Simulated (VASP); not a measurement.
# ZnS (P6_3mc) in VASP: a series of runs

Aim: see how the results for ZnS move with the level of theory and the settings. Levels: PBE+D4, PBEsol. Tasks: single point.

Everything below comes from runs of VASP 6.6.1. Logs are shortened: lines on timing, memory, paths and dates and some standing lists are left out, and cuts for length are marked.

**The experiment to reproduce.**

A printed reference work, monograph reports, for a bulk crystal of ZnS at 4 K: band gap 3.911 eV (direct).

How close the calculation comes is told below.

## Step 1: The cell of the first run

Symmetry: P6_3mc, No. 186, hexagonal system. The conventional cell has a = 3.796 Å, b = 3.796 Å, c = 6.236 Å, α = 90.00°, β = 90.00°, γ = 120.00°. Within 3.1 Å of Zn (site symmetry 3m) lie 4 S at 2.33 Å. Within 3.1 Å of S (site symmetry 3m) lie 4 Zn at 2.33 Å.

## Step 2: Single point, PBE+D4

Contents of INCAR:

```
PREC = Accurate
ENCUT = 520
EDIFF = 1E-6
ISMEAR = 1
SIGMA = 0.05
LREAL = F
LASPH = T
NELM = 100
ALGO = Normal
ISIF = 2
LWAVE = F
LCHARG = T
GGA = PE
IVDW = 13
LELF = T
LVHAR = T
NBANDS = 26
```

Contents of KPOINTS:

```
regular mesh
0
Gamma
  6 6 4
```

Contents of POSCAR:

```
ZnS
1.0
    3.7961043832      0.0000000000      0.0000000000
   -1.8980521916      3.2875228312      0.0000000000
    0.0000000000      0.0000000000      6.2361317428
Zn S
2 2
Direct
    0.3333333333      0.6666666667      0.0055837494
    0.6666666667      0.3333333333      0.5055837494
    0.3333333333      0.6666666667      0.3794162506
    0.6666666667      0.3333333333      0.8794162506
```

Potentials or basis: VASP PAW PBE potentials, release 64 (Zn, S).

On the command line:

```bash
cat potpaw_PBE.64/Zn/POTCAR potpaw_PBE.64/S/POTCAR > POTCAR
mpirun -np 1 vasp_std > vasp.out
```

OUTCAR:

```text
PREC = Accurate
   ENCUT = 520
   EDIFF = 1E-6
   ISMEAR = 1
   LREAL = F
   LASPH = T
   NELM = 100
   ISIF = 2
   GGA = PE
   IVDW = 13

 ion  position               nearest neighbor table
   1  0.333  0.667  0.006-   4 2.33   4 2.33   4 2.33   3 2.33
   2  0.667  0.333  0.506-   3 2.33   3 2.33   3 2.33   4 2.33
   3  0.333  0.667  0.379-   2 2.33   2 2.33   2 2.33   1 2.33
   4  0.667  0.333  0.879-   1 2.33   1 2.33   1 2.33   2 2.33

  LATTYP: Found a hexagonal cell.
 ALAT       =     3.7961043832
 C/A-ratio  =     1.6427714081

  Lattice vectors:

 A1 = (   3.7961043832,   0.0000000000,   0.0000000000)
 A2 = (  -1.8980521916,   3.2875228312,   0.0000000000)
 A3 = (   0.0000000000,   0.0000000000,   6.2361317428)

Analysis of symmetry for initial positions (statically):
=====================================================================
 Subroutine PRICEL returns:
 Original cell was already a primitive cell.

 Routine SETGRP: Setting up the symmetry group for a
 hexagonal supercell.

 Subroutine GETGRP returns: Found 12 space group operations
 (whereof  6 operations were pure point group operations)
 out of a pool of 24 trial point group operations.

The static configuration has the point symmetry C_3v.
 The point group associated with its full space group is C_6v.

Analysis of symmetry for dynamics (positions and initial velocities):
=====================================================================
 Subroutine PRICEL returns:
 Original cell was already a primitive cell.

 Routine SETGRP: Setting up the symmetry group for a
 hexagonal supercell.

 Subroutine GETGRP returns: Found 12 space group operations
 (whereof  6 operations were pure point group operations)
 out of a pool of 24 trial point group operations.

The dynamic configuration has the point symmetry C_3v.
 The point group associated with its full space group is C_6v.

 Subroutine INISYM returns: Found 12 space group operations
 (whereof  6 operations are pure point group operations),
 and found     1 'primitive' translations

----------------------------------------------------------------------------------------

                                     Primitive cell

  volume of cell :      77.8256

  direct lattice vectors                    reciprocal lattice vectors
     3.796104383  0.000000000  0.000000000     0.263427951  0.152090199  0.000000000
    -1.898052192  3.287522831  0.000000000     0.000000000  0.304180397  0.000000000
     0.000000000  0.000000000  6.236131743     0.000000000  0.000000000  0.160355817

  length of vectors
     3.796104383  3.796104383  6.236131743     0.304180397  0.304180397  0.160355817

  position of ions in fractional coordinates (direct lattice)
     0.333333333  0.666666667  0.005583749
     0.666666667  0.333333333  0.505583749
     0.333333333  0.666666667  0.379416251
     0.666666667  0.333333333  0.879416251

  ion indices of the primitive-cell ions
   primitive index   ion index
                 1           1
                 2           2
                 3           3
                 4           4

----------------------------------------------------------------------------------------

 KPOINTS: regular mesh

Automatic generation of k-mesh.
 Grid dimensions read from file:
 generate k-points for:    6    6    4

 Generating k-lattice:

  Cartesian coordinates                     Fractional coordinates (reciprocal lattice)
     0.043904659  0.025348366  0.000000000     0.166666667  0.000000000  0.000000000
     0.000000000  0.050696733  0.000000000     0.000000000  0.166666667  0.000000000
     0.000000000  0.000000000  0.040088954     0.000000000  0.000000000  0.250000000

  Length of vectors
     0.050696733  0.050696733  0.040088954

  Shift w.r.t. Gamma in fractional coordinates (k-lattice)
     0.000000000  0.000000000  0.000000000

 Subroutine IBZKPT returns following result:
 ===========================================

 Found     21 irreducible k-points:

 Following reciprocal coordinates:
            Coordinates               Weight
  0.000000  0.000000  0.000000      1.000000
  0.166667  0.000000  0.000000      6.000000
  0.333333  0.000000  0.000000      6.000000
  0.500000  0.000000  0.000000      3.000000
  0.166667  0.166667  0.000000      6.000000
  0.333333  0.166667  0.000000     12.000000
[... 13 lines left out ...]
  0.333333  0.166667  0.500000     12.000000
  0.333333  0.333333  0.500000      2.000000
   k-points           NKPTS =     21   k-points in BZ     NKDIM =     21   number of bands    NBANDS=     26
   number of dos      NEDOS =    301   number of ions     NIONS =      4
   total plane-waves  NPLWV =  37632
   dimension x,y,z NGX =    28 NGY =   28 NGZ =   48
   dimension x,y,z NGXF=    56 NGYF=   56 NGZF=   96
   ions per type =               2   2
   NGX,Y,Z   is equivalent  to a cutoff of  12.26, 12.26, 12.80 a.u.
   NGXF,Y,Z  is equivalent  to a cutoff of  24.52, 24.52, 25.59 a.u.
 SYSTEM =  unknown system
   PREC   = accura    normal or accurate (medium, high low for compatibility)
   ISTART =      0    job   : 0-new  1-cont  2-samecut
   ICHARG =      2    charge: 1-file 2-atom 10-const
   ISPIN  =      1    spin polarized calculation?
   LNONCOLLINEAR =      F non collinear calculations
   LSORBIT =      F    spin-orbit coupling
   LASPH  =      T    aspherical Exc in radial PAW
   ENCUT  =  520.0 eV  38.22 Ry    6.18 a.u.   7.06  7.06 11.60*2*pi/ulx,y,z
   NELM   =    100;   NELMIN=  2; NELMDL= -5     # of ELM steps
   EDIFF  = 0.1E-05   stopping-criterion for ELM
   LREAL  =      F    real-space projection
   EDIFFG = 0.1E-04   stopping-criterion for IOM
   NSW    =      0    number of steps for IOM
   IBRION =     -1    ionic relax: 0-MD 1-quasi-New 2-CG
   NFREE  =      0    steps in history (QN), initial steepest desc. (CG)
   ISIF   =      2    stress and relaxation
   ISYM   =      2    0-nonsym 1-usesym 2-fastsym
   POTIM  = 0.5000    time-step for ionic-motion
   TEBEG  =    0.0;   TEEND  =   0.0 temperature during run
   PSTRESS=    0.0 pullay stress
   NELECT =      36.0000    total number of electrons
   NUPDOWN=      -1.0000    fix difference up-down
   EMIN   =  10.00;   EMAX   =-10.00  energy-range for DOS
   EFERMI =   0.00;   METHOD = LEGACY
   ISMEAR =     1;   SIGMA  =   0.05  broadening in eV -4-tet -1-fermi 0-gaus
   EFERMI_NEDOS =   21; number of points for ismear=-14 and -15
   IALGO  =     38    algorithm
   IMIX   =      4    mixing-type and parameters
     AMIX     =   0.40;   BMIX     =  1.00
     AMIX_MAG =   1.60;   BMIX_MAG =  1.00
  volume/ion in A,a.u.               =      19.46       131.30
  Fermi-wavevector in a.u.,A,eV,Ry     =   1.266101  2.392583 21.810290  1.603011
  Thomas-Fermi vector in A             =   2.399319
   LORBIT       =      0    0 simple, 1 ext, 2 COOP (PROOUT), +10 PAW based schemes
   GGA     = PE    functional components
   LHFCALC =     F    Hartree Fock is set to
   AEXX    =    0.0000 exact exchange contribution
   IVDW    =    13    specifies the selected vdW correction
   LEPSILON=     F    determine dielectric tensor
   LRPA    =     F    only Hartree local field effects (RPA)
 non-spin polarized calculation
 Methfessel and Paxton  Order N= 1 SIGMA  =   0.05
  energy-cutoff  :      520.00
  volume of cell :       77.83
 maximum number of plane-waves:      2112
   NGX = 15   NGY = 15   NGZ = 23

 number of electron      35.9999996 magnetization

 Free energy of the ion-electron system (eV)
  ---------------------------------------------------
  ext. energy  EPLUGINS =         0.00000000
  ---------------------------------------------------
  free energy    TOTEN  =       -13.66288057 eV

  energy without entropy =      -13.66292157  energy(sigma->0) =      -13.66289424

 E-fermi :   2.3021     XC(G=0):  -9.6889

 val. band max:        2.2601087838   @ k =   0.0000   0.0000   0.0000
 cond. band min:       4.5016000439   @ k =   0.0000   0.0000   0.0000
 fundamental gap:      2.2414912601
 Fermi energy:         2.3021431525

 k-point     1 :       0.0000    0.0000    0.0000
  band No.  band energies     occupation
      1     -11.0068      2.00000
      2     -10.0527      2.00000
      3      -4.1474      2.00000
      4      -4.1298      2.00000
      5      -4.1298      2.00000
      6      -4.0451      2.00000
[... 18 lines left out ...]
     25       9.9604      0.00000
     26      11.5580      0.00000

 k-point     2 :       0.1667    0.0000    0.0000
  band No.  band energies     occupation
      1     -10.8203      2.00000
      2      -9.9512      2.00000
      3      -4.1452      2.00000
      4      -4.1093      2.00000
      5      -4.0951      2.00000
      6      -4.0217      2.00000
[... 18 lines left out ...]
     25      10.5530      0.00000
     26      10.7774      0.00000

 k-point     3 :       0.3333    0.0000    0.0000
  band No.  band energies     occupation
      1     -10.3721      2.00000
      2      -9.7691      2.00000
      3      -4.1382      2.00000
      4      -4.0491      2.00000
      5      -4.0417      2.00000
      6      -3.8944      2.00000
[... 18 lines left out ...]
     25      10.9360      0.00000
     26      12.0186      0.00000

 k-point     4 :       0.5000    0.0000    0.0000
  band No.  band energies     occupation
      1     -10.0619      2.00000
      2      -9.7312      2.00000
      3      -4.1236      2.00000
      4      -4.0252      2.00000
      5      -3.9086      2.00000
      6      -3.8836      2.00000
[... 18 lines left out ...]
     25      11.3438      0.00000
     26      13.8302      0.00000

 k-point     5 :       0.1667    0.1667    0.0000
  band No.  band energies     occupation
      1     -10.4993      2.00000
      2      -9.8087      2.00000
      3      -4.1045      2.00000
      4      -4.0838      2.00000
      5      -4.0524      2.00000
      6      -3.9696      2.00000
[... 18 lines left out ...]
     25      10.8174      0.00000
     26      11.2141      0.00000

 k-point     6 :       0.3333    0.1667    0.0000
  band No.  band energies     occupation
      1     -10.0765      2.00000
      2      -9.7239      2.00000
      3      -4.1043      2.00000
      4      -4.0115      2.00000
      5      -3.9154      2.00000
      6      -3.8517      2.00000
[... 340 lines left out ...]
 k-point    18 :       0.5000    0.0000    0.5000
  band No.  band energies     occupation
      1      -9.8871      2.00000
      2      -9.8871      2.00000
      3      -4.1371      2.00000
      4      -4.1371      2.00000
      5      -3.9263      2.00000
      6      -3.9263      2.00000
[... 18 lines left out ...]
     25      11.5077      0.00000
     26      11.5077      0.00000

 k-point    19 :       0.1667    0.1667    0.5000
  band No.  band energies     occupation
      1     -10.1685      2.00000
      2     -10.1685      2.00000
      3      -4.1251      2.00000
      4      -4.1251      2.00000
      5      -4.0069      2.00000
      6      -4.0069      2.00000
[... 18 lines left out ...]
     25      10.6503      0.00000
     26      10.6503      0.00000

 k-point    20 :       0.3333    0.1667    0.5000
  band No.  band energies     occupation
      1      -9.8919      2.00000
      2      -9.8919      2.00000
      3      -4.0844      2.00000
      4      -4.0844      2.00000
      5      -3.9390      2.00000
      6      -3.9390      2.00000
[... 18 lines left out ...]
     25      11.3879      0.00000
     26      11.3879      0.00000

 k-point    21 :       0.3333    0.3333    0.5000
  band No.  band energies     occupation
      1      -9.7971      2.00000
      2      -9.7971      2.00000
      3      -4.0084      2.00000
      4      -4.0084      2.00000
      5      -3.9688      2.00000
      6      -3.9688      2.00000
[... 18 lines left out ...]
     25      12.0095      0.00000
     26      12.0095      0.00000

------------------------ aborting loop because EDIFF is reached ----------------------------------------

  DFT-D4 for vdW energy calculation

  Edisp (eV):   -1.24006

  FORCE on cell =-STRESS in cart. coord.  units (eV):
  Direction    XX          YY          ZZ          XY          YZ          ZX
  --------------------------------------------------------------------------------------
  -------------------------------------------------------------------------------------
  Total       0.09855     0.09855     0.09036     0.00000     0.00000     0.00000
  in kB       2.02892     2.02892     1.86016     0.00000     0.00000     0.00000
  external pressure =        1.97 kB  Pullay stress =        0.00 kB

 VOLUME and BASIS-vectors are now :
 -----------------------------------------------------------------------------
  energy-cutoff  :      520.00
  volume of cell :       77.83
      direct lattice vectors                 reciprocal lattice vectors
     3.796104383  0.000000000  0.000000000     0.263427951  0.152090199  0.000000000
    -1.898052192  3.287522831  0.000000000     0.000000000  0.304180397  0.000000000
     0.000000000  0.000000000  6.236131743     0.000000000  0.000000000  0.160355817

 POSITION                                       TOTAL-FORCE (eV/Angst)
 -----------------------------------------------------------------------------------
     -0.00000      2.19168      0.03482         0.000000      0.000000      0.001175
      1.89805      1.09584      3.15289        -0.000000     -0.000000      0.001175
     -0.00000      2.19168      2.36609         0.000000     -0.000000     -0.001175
      1.89805      1.09584      5.48416         0.000000     -0.000000     -0.001175
 -----------------------------------------------------------------------------------
    total drift:                               -0.000000     -0.000000     -0.000849

  FREE ENERGIE OF THE ION-ELECTRON SYSTEM (eV)
  ---------------------------------------------------
  free  energy   TOTEN  =       -14.9029446414 eV

  energy  without entropy=      -14.9029856411  energy(sigma->0) =      -14.90295831
```

Run time: 60 s. Hardware: 1 thread of Intel Xeon 8259CL, shared host; peak memory 0.2 GiB.

Results:

| Quantity | Value |
| --- | --- |
| Free energy | -14.9029 eV |
| Pressure | 0.2 GPa |
| Band gap on the k mesh | 2.24 eV |
| Dispersion energy per atom | -0.310 eV |

(Part 1 of 2 ends here.)
